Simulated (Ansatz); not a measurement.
The system is Si.

```
Si
1.0
     0.00000    2.72185    2.72185
     2.72185    0.00000    2.72185
     2.72185    2.72185    0.00000
Si
2
Direct
  0.50000 0.50000 0.50000
  0.75000 0.75000 0.75000
```

| Item | Value |
| --- | --- |
| Program | Ansatz 0.2.0 |
| Task | relaxation of cell and atoms |
| Functional | PBEsol |
| Dispersion | D3(BJ) |
| Potentials or basis | Ansatz PAW |
| Cutoff | 420 eV (not typed: the program's choice for these potentials) |
| k mesh | 8 × 8 × 8 |
| Occupations | fermi-dirac, width 0.05 eV |
| Spin | no spin polarisation |

At the start: volume 20.16 Å³/atom.

Question: Where does the relaxation end?

Answer: It ends after 4 steps and the volume is 19.63 Å³/atom (-2.6 %); space group Fd-3m (No. 227, to 0.05 Å).

The path:
| step | energy change (eV) | largest force (eV/Å) | volume (Å³) |
| --- | --- | --- | --- |
| 1 | 0.0000 | 0.0000 | 40.33 |
| 2 | -0.0077 | 0.0000 | 39.54 |
| 3 | -0.0083 | 0.0000 | 39.26 |
| 4 | -0.0081 | 0.0000 | 39.26 |

Final structure:
```
Si
1.0
     0.00000    2.69764    2.69764
     2.69764    0.00000    2.69764
     2.69764    2.69764    0.00000
Si
2
Cartesian
  2.6976 2.6976 2.6976
  4.0465 4.0465 4.0465
```

Caveat: the plane-wave basis is chosen anew once the cell has moved, so the energies of steps on either side of that aren't comparable; the PAW data sets come from PBE, with cores solved anew for the run's functional, which leaves a small shift of forces and pressure.
